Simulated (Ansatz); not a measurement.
# ZrO2, space group Fm-3m: a convergence test of the plane-wave cutoff

Run with the Python package of Ansatz (0.2.0).

`ecut.py`
```python
'''Cutoff test for ZrO2.'''

import ansatz as az
import pandas as pd

SETTINGS = {
    'smearing': 'fixed',
    'functional': 'PBE',
    'kspacing': 0.44,
}


def main() -> None:
    system = (
        az.Lattice.from_parameters(3.585031, 3.585031, 3.585031, alpha=60.0, beta=60.0, gamma=60.0)
        .atom('Zr', (0.0, 0.0, 0.0))
        .atom('O', (0.25, 0.25, 0.25))
        .atom('O', (0.75, 0.75, 0.75))
    )

    job = system.calculation()
    job = job.occupations(SETTINGS['smearing'])
    job = job.functional(SETTINGS['functional'])
    job = job.kpoints(spacing=SETTINGS['kspacing']).stress()

    rows = []
    for value in [300, 375, 450, 525, 600]:
        summary = job.basis(value).run(threads=1).report
        rows.append((value, summary['free_energy_ev'] / len(summary['lattice']['sites']), summary['n_iterations'], sum(summary['stress_gpa'][i][i] for i in range(3)) / 3, summary['n_pw']))

    table = pd.DataFrame(rows, columns=['cutoff (eV)', 'F/atom (eV)', 'iterations', 'P (GPa)', 'plane waves'])
    print(table.round(5).to_string(index=False))

    # differences from the last row
    for row in rows[:-1]:
        shift = 1000 * (row[1] - rows[-1][1])
        print(f'{row[0]}: {shift:+.2f} meV/atom' + ('  (within 1 meV)' if abs(shift) < 1 else ''))


if __name__ == '__main__':
    main()
```

```console
$ python ecut.py
DeckWarning: basis.ecutwfc = 300 eV is below the records' recommended 420 eV, and the density's cutoff is lower with it unless basis.ecutrho_ratio is high enough to keep the records' density cutoff: compare with a run at a higher cutoff
DeckWarning: basis.ecutwfc = 375 eV is below the records' recommended 420 eV, and the density's cutoff is lower with it unless basis.ecutrho_ratio is high enough to keep the records' density cutoff: compare with a run at a higher cutoff
 cutoff (eV)  F/atom (eV)  iterations  P (GPa)  plane waves
         300  -1774.27413           7  7.74303          387
         375  -1774.57847           6  6.86473          537
         450  -1774.60336           6  6.75291          725
         525  -1774.60416           6  6.75756          893
         600  -1774.60453           6  6.75211         1067
300: +330.40 meV/atom
375: +26.06 meV/atom
450: +1.17 meV/atom
525: +0.36 meV/atom  (within 1 meV)
```
(Warnings from the package without file and line.)

From 525 eV on it stays within 1 meV an atom of the value at 600 eV; the first row (300 eV) is off by 330.4 meV and the last but one by 0.36 meV. The energy falls steadily, as expected when plane waves are added. The pressure moves from 7.74 to 6.75 GPa (the program's stress holds a Pulay correction, so it settles early).

What to keep in mind:
- Spin is left out of this run.
- The k-point mesh is coarse, and energy and stress weren't tested for convergence.
- Of the deposited cell: the entry's cell lengths or inner coordinates differ somewhat from later room-temperature determinations.
- This is a high-temperature or high-pressure form, not the ambient phase.
- Pressure is positive in compression.
- The starting cell is as deposited in a crystallographic database; the results hold for this polymorph, which needn't be the stable one.
- Shifts are counted from the last row, which is itself no proven limit.
- Timing: 3.6 s on 1 thread of Arm Neoverse V1, on a shared host, peak memory 0.39 GiB.

(Lines on the test bed's own set-up are left out of the output.)
